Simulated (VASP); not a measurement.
Here is a VASP 6.6.1 calculation.

Contents of INCAR:

```
PREC     = Accurate       # precision mode
ENCUT    = 520            # plane-wave cutoff, eV
EDIFF    = 1E-7           # SCF threshold, eV
ISMEAR   = 1              # smearing method
SIGMA    = 0.1            # smearing width, eV
LREAL    = False          # projectors in reciprocal space
LASPH    = True           # aspherical terms in the spheres
NELM     = 80             # most SCF steps
ALGO     = Normal         # electronic algorithm
ISIF     = 2              # what is computed and relaxed
LWAVE    = False          # write WAVECAR
LCHARG   = False          # write CHGCAR
LDIPOL   = True         
IDIPOL   = 3            
DIPOL    = 0.5 0.5 0.500
GGA      = PE             # functional
NBANDS   = 51             # bands
LVHAR    = True         
LVACPOTAV= True         
ICORELEVEL= 1            
KPAR     = 4
```

The input KPOINTS:

```
Automatic mesh
0
Gamma
  13 8 1
```

Contents of POSCAR:

```
W                                       
1.0
    3.1846120000      0.0000000000      0.0000000000
   -1.5923060000      5.0353136900      0.0000000000
    0.0000000000      0.0000000000     20.0353136900
  W             
     6
Direct
     0.2943721100470245    0.5887442200940561    0.3849574363029011
     0.6051612158582949    0.2103224317165893    0.4242372534300839
     0.9023598864696536    0.8047197729393072    0.4733782313874114
     0.1976401135303478    0.3952802270606884    0.5266217686125889
     0.4948387841417068    0.9896775682834136    0.5757627465699163
     0.8056278899529699    0.6112557799059467    0.6150425636970990
```

Potentials or basis: VASP PAW PBE potentials, release 64 (W_sv).

Command:

```sh
$ cat potpaw_PBE.64/W_sv/POTCAR > POTCAR
$ mpirun -np 4 vasp_std > vasp.out
```

(1) What does it give for the work function of the upper face?

(2) Estimate the band gap on the k mesh.

(3) Estimate the work function of the lower face.

## Answers

(1) 4.12 eV.

(2) none (metal or under the smearing width).

(3) 4.12 eV.
